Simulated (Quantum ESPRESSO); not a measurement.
## SnSe under changes of volume

One of the cells (26.676 Å³/atom); the others are scaled copies at fixed shape and fractional positions:

```xyz
8
Lattice="11.4200 0.0000 0.0000 0.0000 4.1900 0.0000 0.0000 0.0000 4.4600" Properties=species:S:1:pos:R:3 pbc="T T T"
Sn   10.0153    3.1425    4.0541
Sn    7.1147    1.0475    1.8241
Sn    4.3053    3.1425    2.6359
Sn    1.4047    1.0475    0.4059
Se    7.3431    3.1425    4.3886
Se    9.7869    1.0475    2.1586
Se    1.6331    3.1425    2.3014
Se    4.0769    1.0475    0.0714
```

| Item | Value |
| --- | --- |
| Program | Quantum ESPRESSO 7.5 |
| Functional | PBE |
| Potentials or basis | GBRV 1.5 PBE |
| Cutoff | 612 eV |
| Density cutoff | 4898 eV |
| k mesh | 3 × 5 × 5 |
| Occupations | fermi-dirac, width 0.05 eV |
| Spin | no spin polarisation |

| volume (Å³/atom) | energy over the lowest point (meV/atom) | gap on the mesh (eV) | largest force (eV/Å) |
| --- | --- | --- | --- |
| 25.076 | 51.39 | 0.72 | 0.728 |
| 25.609 | 32.54 | 0.79 | 0.579 |
| 26.143 | 18.42 | 0.83 | 0.445 |
| 26.676 | ? | ? | ? |
| 27.210 | 2.51 | 0.87 | 0.223 |
| 27.743 | 0.00 | 0.85 | 0.164 |
| 28.277 | 0.53 | 0.82 | 0.174 |

Question: What does the run at 26.676 Å³/atom give?

Answer: Energy over the lowest point 8.57 meV/atom; gap on the mesh 0.86 eV; largest force 0.324 eV/Å.

Worked out: A Birch-Murnaghan fit of order 3 (a polynomial in V^(-2/3)) to the other rows has its minimum at 27.91 Å³/atom with B0 = V·E''(V) = 47 GPa and B' = 4.4 at fixed shape and positions, which overstates the stiffness. It gives 8.56 meV/atom at 26.676 Å³/atom, against the run's 8.57. A parabola through the other rows of the gap, of slope 0.753 eV per unit of ln V there, gives 0.86 eV, against the run's 0.86.

Energies are extrapolated to zero smearing.

Caveats: the cutoff lies well under what these potentials need, so the values aren't converged; spin-orbit coupling is left out, which moves the levels of the heavy elements; an odd mesh through Γ misses points on the zone boundary, where band edges often lie; this functional lacks dispersion, which binds the layers, so the pressure and a relaxed spacing across them are unreliable (some runs).
